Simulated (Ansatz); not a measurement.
**BN: how the settings move a single-point run**

Aim: see which settings change the result for BN, by how much, and at what cost. The cell is built on a prototype (CsCl type) and needn't be the phase found in nature.

Program: Ansatz 0.2.0. Level of theory: reference: DFT, PBE, plane waves, PAW. These are calculated values, not measurements.

2 further runs of the same task are left out: 2 that didn't finish.

**1. The system as given**

The structure is cubic, space group Pm-3m (No. 221). The conventional cell has a = 2.315 Å, b = 2.315 Å, c = 2.315 Å, α = 90.00°, β = 90.00°, γ = 90.00°. B (site symmetry m-3m) has 8 N at 2.00 Å as nearest neighbours. N (site symmetry m-3m) has 8 B at 2.00 Å as nearest neighbours.

Structure file:

```
B N
1.0
     2.31480    0.00000    0.00000
     0.00000    2.31480    0.00000
     0.00000    0.00000    2.31480
B N
1 1
Direct
  0.00000 0.00000 0.00000
  0.50000 0.50000 0.50000
```

**2. The reference run**

input.yaml reads:

```yaml
crystal:
  lattice:
    - [2.3148041895, 0.0, 0.0]
    - [0.0, 2.3148041895, 0.0]
    - [0.0, 0.0, 2.3148041895]
  atoms:
    - { symbol: B, position: [0.0, 0.0, 0.0] }
    - { symbol: "N", position: [0.5, 0.5, 0.5] }
kpoints:
  mp_grid: { grid: [8, 8, 8] }
hamiltonian:
  xc: pbe
scf:
  occupations: { method: fermi_dirac, width: 0.02 }
  n_extra_bands: 4
output:
  forces: true
  stress: true
  eigenvalues: true
```

The run is started by

```console
ansatz run input.yaml --threads 4 --pin off --max-ram 3686MiB --backend cpu --events-out ev --progress --plain --runs-dir out
```

The main lines of its log:

```text
[...]
Basis set: ecut = 420 eV, 251 PW (Γ), exchange–correlation on 32×32×32 points (8 copies of the dense FFT grid, shifted against one another)
[...]
k-points: 35 of 512
[...]
SCF iter   1: F=—  HF=-534.856081 eV  |F-HF|=—  |Δ(HF+E_count)|=         —  Δρ=6.75e-3  dr2=5.62e-3  ethr=1.77e-3  ⟨swp⟩=4.5  Hψ=1749  notcnv=0
preconditioner: auto → none  [insulator: Δε(μ)=0.160 eV  Ē_g=13.977 eV  σ=0.020 eV  W_gap=0.93  n_scr=0 (ndim 8)  ℏωp=29.8 eV  f_vac=0.000  D(μ)=0.60/eV (n_scr^D=6)  ε∞_Penn≈5.6]
SCF iter   2: F=—  HF=-534.855021 eV  |F-HF|=—  |Δ(HF+E_count)|=   1.06e-3  Δρ=3.18e-3  dr2=1.28e-3  ethr=7.02e-5  ⟨swp⟩=1.3  Hψ=578  notcnv=0
[...]
SCF iter   5: F=-534.854786 eV  HF=-534.854786 eV  |F-HF|=8.69e-10  |Δ(HF+E_count)|=   4.37e-8  Δρ=4.07e-6  dr2=1.49e-9  ethr=9.87e-10  ⟨swp⟩=2.3  Hψ=424  notcnv=0
SCF iter   6: F=-534.854786 eV  HF=-534.854786 eV  |F-HF|=1.16e-11  |Δ(HF+E_count)|=  7.49e-11  Δρ=3.97e-7  dr2=1.52e-11  ethr=1.87e-11  ⟨swp⟩=1.2  Hψ=747  notcnv=0
[...]
SCF converged after 6 iterations
Free energy (F): -534.854786 eV
[...]
E sigma→0 (E₀):  -534.854358 eV
[...]
Fermi energy:    12.840521 eV
[...]
  P = ⅓ Tr σ = 1.6685 GPa (16.685 kbar)
[...]
```

It took 0.26 s on 4 threads of Arm Neoverse V2, shared host; peak memory 0.24 GiB.

**3. Changed: dispersion d3bj**

input.yaml, as its differences from that of step 2:

```diff
@@ -12,2 +12,3 @@
   xc: pbe
+  dispersion: d3bj
 scf:
```

The run is started by

```console
ansatz run input.yaml --threads 4 --pin off --max-ram 3686MiB --backend cpu --events-out ev --progress --plain --runs-dir out
```

What it wrote (excerpt; [...] marks lines left out):

```text
Warning: RAYON_NUM_THREADS=4 ignored (pool sized by the plan → 4); use --threads N
scf.n_extra_bands = 4 over 4 filled bands (N_el = 8.0): the run solves 8 bands
[...]
Pseudopotentials: kind: paw
Pseudopotential: B, paw, valence charge 3, recommended cutoff 420 eV (normal), B.paw.azcp
Pseudopotential: N, paw, valence charge 5, recommended cutoff 420 eV (normal), N.paw.azcp
Functional definition: PBE
[...]
Crystal: 2 atoms, lattice volume = 12.403 Å³
Basis set: ecut = 420 eV, 251 PW (Γ), exchange–correlation on 32×32×32 points (8 copies of the dense FFT grid, shifted against one another)
Bands: 8, of which v1, the nominal top of the filled ones, is band 4 counted from 1 (3 counted from 0)
Symmetry: 48 space group operations
Space group: Pm-3m (ITA 221), of the structure as read, at distance tolerance 2.3e-5 Å
k-points: 35 of 512
[...]
SCF iter   1: F=—  HF=-535.251913 eV  |F-HF|=—  |Δ(HF+E_count)|=         —  Δρ=6.75e-3  dr2=5.62e-3  ethr=1.77e-3  ⟨swp⟩=4.5  Hψ=1749  notcnv=0
[...]
SCF iter   6: F=-535.250619 eV  HF=-535.250619 eV  |F-HF|=1.16e-11  |Δ(HF+E_count)|=  7.49e-11  Δρ=3.97e-7  dr2=1.52e-11  ethr=1.87e-11  ⟨swp⟩=1.2  Hψ=747  notcnv=0
WARN: dispersion: an atom stands within reach of a switch of its C6 between two reference coordination numbers of its element: through that C6 alone, e_disp changes by 0.025 eV or more while the distances to its neighbours run over a stretch of 0.05 Å that contains this geometry (sites [...]
SCF converged after 6 iterations
Free energy (F): -535.250619 eV
[...]
E sigma→0 (E₀):  -535.250191 eV
Entropy (-TS):   -0.000855 eV (-0.428 meV/atom)
Fermi energy:    12.840521 eV
[...]
--- Forces (eV/Å), atoms counted from 1 ---
  atom   1  B     -0.00000000     0.00000000     0.00000000
  atom   2  N      0.00000000    -0.00000000     0.00000000
[...]
--- Stress (GPa, compression-positive) ---
       -3.628135       0.000000      -0.000000
        0.000000      -3.628135       0.000000
        0.000000       0.000000      -3.628135
  P = ⅓ Tr σ = -3.6281 GPa (-36.281 kbar)
--- Band table (eV; the first three rows and the last of 35) ---
  k-point 0: bands = ["-8.4853", "10.6046", "10.6046", "10.6046", "14.2819", "23.7698", "23.7698", "23.7698"]
[...]
```

It took 0.29 s on 4 threads of Arm Neoverse V2, shared host; peak memory 0.23 GiB.

The energy moves by -197.9 meV/atom, nearly all of it the dispersion term itself (-197.9 meV/atom); that offset belongs to the model and is no gain or loss of stability; the pressure goes from 1.7 to -3.6 GPa.

**4. Variant: preconditioner kerker**

input.yaml, as its differences from that of step 2:

```diff
@@ -15,2 +15,3 @@
   n_extra_bands: 4
+  mixing: { preconditioner: kerker }
 output:
```

The run is started by

```console
ansatz run input.yaml --threads 4 --pin off --max-ram 3686MiB --backend cpu --events-out ev --progress --plain --runs-dir out
```

What it wrote (excerpt; [...] marks lines left out):

```text
Warning: RAYON_NUM_THREADS=4 ignored (pool sized by the plan → 4); use --threads N
scf.n_extra_bands = 4 over 4 filled bands (N_el = 8.0): the run solves 8 bands
[...]
[... 4 set-up lines as earlier in the session ...]
[...]
Crystal: 2 atoms, lattice volume = 12.403 Å³
Basis set: ecut = 420 eV, 251 PW (Γ), exchange–correlation on 32×32×32 points (8 copies of the dense FFT grid, shifted against one another)
Bands: 8, of which v1, the nominal top of the filled ones, is band 4 counted from 1 (3 counted from 0)
[... 2 set-up lines as earlier in the session ...]
k-points: 35 of 512
[...]
SCF iter   1: F=—  HF=-534.856081 eV  |F-HF|=—  |Δ(HF+E_count)|=         —  Δρ=6.75e-3  dr2=5.62e-3  ethr=1.77e-3  ⟨swp⟩=4.5  Hψ=1749  notcnv=0
[...]
SCF iter   6: F=-534.854786 eV  HF=-534.854786 eV  |F-HF|=1.22e-11  |Δ(HF+E_count)|=  2.25e-10  Δρ=1.04e-6  dr2=5.13e-11  ethr=1.71e-11  ⟨swp⟩=1.9  Hψ=775  notcnv=0
[...]
SCF converged after 6 iterations
Free energy (F): -534.854786 eV
[...]
E sigma→0 (E₀):  -534.854358 eV
Entropy (-TS):   -0.000855 eV (-0.428 meV/atom)
Fermi energy:    12.840528 eV
[...]
--- Forces (eV/Å), atoms counted from 1 ---
  atom   1  B     -0.00000000     0.00000000     0.00000000
  atom   2  N      0.00000000     0.00000000    -0.00000000
[...]
--- Stress (GPa, compression-positive) ---
        1.668611       0.000000      -0.000000
       -0.000000       1.668611       0.000000
        0.000000       0.000000       1.668611
  P = ⅓ Tr σ = 1.6686 GPa (16.686 kbar)
--- Band table (eV; the first three rows and the last of 35) ---
  k-point 0: bands = ["-8.4853", "10.6046", "10.6046", "10.6046", "14.2819", "23.7698", "23.7698", "23.7698"]
[...]
```

Run time: 0.25 s. Hardware: 4 threads of Arm Neoverse V2, shared host; peak memory 0.23 GiB.

Energy and cycle count are those of the reference, so the change (mixing) left the result and the number of cycles as they were.

**5. Variant: ecutwfc 600**

input.yaml, as its differences from that of step 2:

```diff
@@ -19 +19,3 @@
   eigenvalues: true
+basis:
+  ecutwfc: 600
```

The run is started by

```console
ansatz run input.yaml --threads 4 --pin off --max-ram 3686MiB --backend cpu --events-out ev --progress --plain --runs-dir out
```

What it wrote (excerpt; [...] marks lines left out):

```text
Warning: RAYON_NUM_THREADS=4 ignored (pool sized by the plan → 4); use --threads N
scf.n_extra_bands = 4 over 4 filled bands (N_el = 8.0): the run solves 8 bands
[...]
[... 4 set-up lines as earlier in the session ...]
[...]
Crystal: 2 atoms, lattice volume = 12.403 Å³
Basis set: ecut = 600 eV, 437 PW (Γ), exchange–correlation on 40×40×40 points (8 copies of the dense FFT grid, shifted against one another)
Bands: 8, of which v1, the nominal top of the filled ones, is band 4 counted from 1 (3 counted from 0)
[... 2 set-up lines as earlier in the session ...]
k-points: 35 of 512
[...]
SCF iter   1: F=—  HF=-534.860802 eV  |F-HF|=—  |Δ(HF+E_count)|=         —  Δρ=6.67e-3  dr2=5.51e-3  ethr=1.77e-3  ⟨swp⟩=4.6  Hψ=1764  notcnv=0
[...]
SCF iter   6: F=-534.859580 eV  HF=-534.859580 eV  |F-HF|=7.84e-12  |Δ(HF+E_count)|=  8.14e-11  Δρ=3.40e-7  dr2=1.06e-11  ethr=1.57e-11  ⟨swp⟩=1.2  Hψ=747  notcnv=0
[...]
SCF converged after 6 iterations
Free energy (F): -534.859580 eV
[...]
E sigma→0 (E₀):  -534.859153 eV
Entropy (-TS):   -0.000855 eV (-0.428 meV/atom)
Fermi energy:    12.840786 eV
[...]
--- Forces (eV/Å), atoms counted from 1 ---
  atom   1  B     -0.00000000     0.00000000     0.00000000
  atom   2  N      0.00000000    -0.00000000     0.00000000
[...]
--- Stress (GPa, compression-positive) ---
        1.721076      -0.000000       0.000000
        0.000000       1.721076      -0.000000
       -0.000000       0.000000       1.721076
  P = ⅓ Tr σ = 1.7211 GPa (17.211 kbar)
--- Band table (eV; the first three rows and the last of 35) ---
  k-point 0: bands = ["-8.4846", "10.6052", "10.6052", "10.6052", "14.2841", "23.7713", "23.7713", "23.7713"]
[...]
```

It took 0.31 s on 4 threads of Arm Neoverse V2, shared host; peak memory 0.24 GiB.

Changing the cutoff moves the energy by -2.4 meV/atom. More plane waves (600 against 420 eV) lower the energy, so the reference carries about that much basis error.

**6. Changing settings: ecutwfc 750**

input.yaml, as its differences from that of step 2:

```diff
@@ -19 +19,3 @@
   eigenvalues: true
+basis:
+  ecutwfc: 750
```

The run is started by

```console
ansatz run input.yaml --threads 4 --pin off --max-ram 3686MiB --backend cpu --events-out ev --progress --plain --runs-dir out
```

What it wrote (excerpt; [...] marks lines left out):

```text
Warning: RAYON_NUM_THREADS=4 ignored (pool sized by the plan → 4); use --threads N
scf.n_extra_bands = 4 over 4 filled bands (N_el = 8.0): the run solves 8 bands
[...]
[... 4 set-up lines as earlier in the session ...]
[...]
Crystal: 2 atoms, lattice volume = 12.403 Å³
Basis set: ecut = 750 eV, 587 PW (Γ), exchange–correlation on 48×48×48 points (8 copies of the dense FFT grid, shifted against one another)
Bands: 8, of which v1, the nominal top of the filled ones, is band 4 counted from 1 (3 counted from 0)
[... 2 set-up lines as earlier in the session ...]
k-points: 35 of 512
[...]
SCF iter   1: F=—  HF=-534.860972 eV  |F-HF|=—  |Δ(HF+E_count)|=         —  Δρ=6.65e-3  dr2=5.50e-3  ethr=1.77e-3  ⟨swp⟩=4.8  Hψ=1776  notcnv=0
[...]
SCF iter   6: F=-534.859799 eV  HF=-534.859799 eV  |F-HF|=6.37e-12  |Δ(HF+E_count)|=  1.20e-10  Δρ=3.07e-7  dr2=8.69e-12  ethr=1.41e-11  ⟨swp⟩=1.1  Hψ=744  notcnv=0
[...]
SCF converged after 6 iterations
Free energy (F): -534.859799 eV
[...]
E sigma→0 (E₀):  -534.859371 eV
Entropy (-TS):   -0.000855 eV (-0.428 meV/atom)
Fermi energy:    12.840662 eV
[...]
--- Forces (eV/Å), atoms counted from 1 ---
  atom   1  B     -0.00000000     0.00000000     0.00000000
  atom   2  N      0.00000000     0.00000000    -0.00000000
[...]
--- Stress (GPa, compression-positive) ---
        1.714821       0.000000      -0.000000
       -0.000000       1.714821       0.000000
        0.000000       0.000000       1.714821
  P = ⅓ Tr σ = 1.7148 GPa (17.148 kbar)
--- Band table (eV; the first three rows and the last of 35) ---
  k-point 0: bands = ["-8.4846", "10.6051", "10.6051", "10.6051", "14.2839", "23.7710", "23.7710", "23.7710"]
[...]
```

It took 0.33 s on 4 threads of Arm Neoverse V2, shared host; peak memory 0.25 GiB.

Changing the cutoff moves the energy by -2.5 meV/atom. More plane waves (750 against 420 eV) lower the energy, so the reference carries about that much basis error.

**7. Variant: mp_grid.grid [8, 8, 1]**

input.yaml, as its differences from that of step 2:

```diff
@@ -9,3 +9,3 @@
 kpoints:
-  mp_grid: { grid: [8, 8, 8] }
+  mp_grid: { grid: [8, 8, 1] }
 hamiltonian:
```

The run is started by

```console
ansatz run input.yaml --threads 4 --pin off --max-ram 3686MiB --backend cpu --events-out ev --progress --plain --runs-dir out
```

What it wrote (excerpt; [...] marks lines left out):

```text
Warning: crystal.symmetry: narrowed to the stabiliser of the k-point mesh — unitary ops 48 → 16; excluded 32 operations that carry a point of the 8×8×1 mesh (shift [0, 0, 0]) off the mesh (the run samples exactly the mesh kpoints.mp_grid names, as under crystal.symmetry.detect: false, and [...]
Warning: RAYON_NUM_THREADS=4 ignored (pool sized by the plan → 4); use --threads N
scf.n_extra_bands = 4 over 4 filled bands (N_el = 8.0): the run solves 8 bands
[...]
[... 4 set-up lines as earlier in the session ...]
[...]
Crystal: 2 atoms, lattice volume = 12.403 Å³
Basis set: ecut = 420 eV, 251 PW (Γ), exchange–correlation on 32×32×32 points (8 copies of the dense FFT grid, shifted against one another)
Bands: 8, of which v1, the nominal top of the filled ones, is band 4 counted from 1 (3 counted from 0)
Symmetry: 16 space group operations
k-points: 15 of 64
[...]
SCF iter   1: F=—  HF=-532.831399 eV  |F-HF|=—  |Δ(HF+E_count)|=         —  Δρ=8.59e-2  dr2=2.92e-1  ethr=1.77e-3  ⟨swp⟩=4.6  Hψ=755  notcnv=0
[...]
SCF iter   6: F=-532.784047 eV  HF=-532.784047 eV  |F-HF|=7.55e-11  |Δ(HF+E_count)|=   1.15e-8  Δρ=2.34e-6  dr2=2.20e-10  ethr=3.47e-10  ⟨swp⟩=1.9  Hψ=361  notcnv=0
[...]
SCF converged after 6 iterations
Free energy (F): -532.784047 eV
[...]
E sigma→0 (E₀):  -532.784045 eV
Entropy (-TS):   -0.000004 eV (-0.002 meV/atom)
Fermi energy:    14.216093 eV
[...]
--- Forces (eV/Å), atoms counted from 1 ---
  atom   1  B     -0.00000000     0.00000000     0.00000000
  atom   2  N     -0.00000000    -0.00000000     0.00000000
[...]
--- Stress (GPa, compression-positive) ---
      116.216866       0.000000       0.000000
        0.000000     116.216866       0.000000
        0.000000       0.000000    -172.866351
  P = ⅓ Tr σ = 19.8558 GPa (198.558 kbar)
--- Band table (eV; the first three rows and the last of 15) ---
  k-point 0: bands = ["-8.2507", "10.8987", "10.8987", "11.0017", "14.5490", "23.9266", "23.9266", "24.0523"]
[...]
```

It took 0.26 s on 4 threads of Arm Neoverse V2, shared host; peak memory 0.23 GiB.

Changing the k-point mesh moves the energy by +1.04 eV/atom, and the pressure goes from 1.7 to 19.9 GPa and a gap of 0.38 eV opens on the mesh. The energy is not variational in the mesh, so the sign tells nothing. A gap read on a mesh depends on which points the mesh holds, and a coarse mesh shifts the density too.

**8. Changing settings: mp_grid.grid [5, 5, 5]**

input.yaml, as its differences from that of step 2:

```diff
@@ -9,3 +9,3 @@
 kpoints:
-  mp_grid: { grid: [8, 8, 8] }
+  mp_grid: { grid: [5, 5, 5] }
 hamiltonian:
```

The run is started by

```console
ansatz run input.yaml --threads 4 --pin off --max-ram 3686MiB --backend cpu --events-out ev --progress --plain --runs-dir out
```

What it wrote (excerpt; [...] marks lines left out):

```text
Warning: RAYON_NUM_THREADS=4 ignored (pool sized by the plan → 4); use --threads N
scf.n_extra_bands = 4 over 4 filled bands (N_el = 8.0): the run solves 8 bands
[...]
[... 4 set-up lines as earlier in the session ...]
[...]
Crystal: 2 atoms, lattice volume = 12.403 Å³
Basis set: ecut = 420 eV, 251 PW (Γ), exchange–correlation on 32×32×32 points (8 copies of the dense FFT grid, shifted against one another)
Bands: 8, of which v1, the nominal top of the filled ones, is band 4 counted from 1 (3 counted from 0)
[... 2 set-up lines as earlier in the session ...]
k-points: 10 of 125
[...]
SCF iter   1: F=—  HF=-534.947943 eV  |F-HF|=—  |Δ(HF+E_count)|=         —  Δρ=1.29e-2  dr2=2.09e-2  ethr=1.77e-3  ⟨swp⟩=4.7  Hψ=506  notcnv=0
[...]
SCF iter   6: F=-534.942647 eV  HF=-534.942647 eV  |F-HF|=2.16e-11  |Δ(HF+E_count)|=  5.30e-10  Δρ=5.71e-7  dr2=2.74e-11  ethr=3.44e-11  ⟨swp⟩=1.6  Hψ=230  notcnv=0
[...]
SCF converged after 6 iterations
Free energy (F): -534.942647 eV
[...]
E sigma→0 (E₀):  -534.942620 eV
Entropy (-TS):   -0.000054 eV (-0.027 meV/atom)
Fermi energy:    12.956766 eV
[...]
--- Forces (eV/Å), atoms counted from 1 ---
  atom   1  B     -0.00000000    -0.00000000    -0.00000000
  atom   2  N      0.00000000    -0.00000000     0.00000000
[...]
--- Stress (GPa, compression-positive) ---
        3.125142      -0.000000       0.000000
       -0.000000       3.125142       0.000000
        0.000000       0.000000       3.125142
  P = ⅓ Tr σ = 3.1251 GPa (31.251 kbar)
--- Band table (eV; the first three rows and the last of 10) ---
  k-point 0: bands = ["-8.5140", "10.5622", "10.5622", "10.5622", "14.2636", "23.7692", "23.7692", "23.7692"]
[...]
```

It took 0.23 s on 4 threads of Arm Neoverse V2, shared host; peak memory 0.23 GiB.

Changing the k-point mesh moves the energy by -43.9 meV/atom, and the pressure goes from 1.7 to 3.1 GPa. Sampling errors of the energy have no fixed sign.

**9. Side by side**

| run | ending | energy change | pressure (GPa) | gap (eV) | force (eV/Å) | cycles | time |
| --- | --- | --- | --- | --- | --- | --- | --- |
| reference | converged | 0 | 1.7 | 0.00 | 0.00 | 6 | 0.26 s |
| 1: dispersion d3bj | converged | -197.9 meV/atom (offset of the dispersion model) | -3.6 | 0.00 | 0.00 | 6 | 0.29 s |
| 2: preconditioner kerker | converged | 0.0 meV/atom | 1.7 | 0.00 | 0.00 | 6 | 0.25 s |
| 3: ecutwfc 600 | converged | -2.4 meV/atom | 1.7 | 0.00 | 0.00 | 6 | 0.31 s |
| 4: ecutwfc 750 | converged | -2.5 meV/atom | 1.7 | 0.00 | 0.00 | 6 | 0.33 s |
| 5: mp_grid.grid [8, 8, 1] | converged | +1.04 eV/atom | 19.9 | 0.38 | 0.00 | 6 | 0.26 s |
| 6: mp_grid.grid [5, 5, 5] | converged | -43.9 meV/atom | 3.1 | 0.00 | 0.00 | 6 | 0.23 s |

Residual by cycle in the longest SCF loop of each run; runs are numbered as in the table. The quantity is the density residual dr2, in eV.

| cycle | reference | run 1 | run 2 | run 3 | run 4 | run 5 | run 6 |
| --- | --- | --- | --- | --- | --- | --- | --- |
| 1 | 0.00562 | 0.00562 | 0.00562 | 0.00551 | 0.0055 | 0.292 | 0.0209 |
| 2 | 0.00128 | 0.00128 | 6.5e-5 | 0.00124 | 0.00124 | 0.055 | 0.00591 |
| 3 | 3.3e-6 | 3.3e-6 | 1.6e-5 | 3.1e-6 | 2.9e-6 | 2.3e-4 | 3.4e-5 |
| 4 | 7.9e-8 | 7.9e-8 | 7.5e-8 | 6.4e-8 | 6.1e-8 | 2.0e-6 | 5.5e-8 |
| 5 | 1.5e-9 | 1.5e-9 | 1.4e-9 | 1.3e-9 | 1.1e-9 | 2.8e-8 | 2.7e-9 |
| 6 | 1.5e-11 | 1.5e-11 | 5.1e-11 | 1.1e-11 | 8.7e-12 | 2.2e-10 | 2.7e-11 |

Of the converged runs whose energies compare with the reference's, «mp_grid.grid [8, 8, 1]» moves the energy most (+1.04 eV/atom).
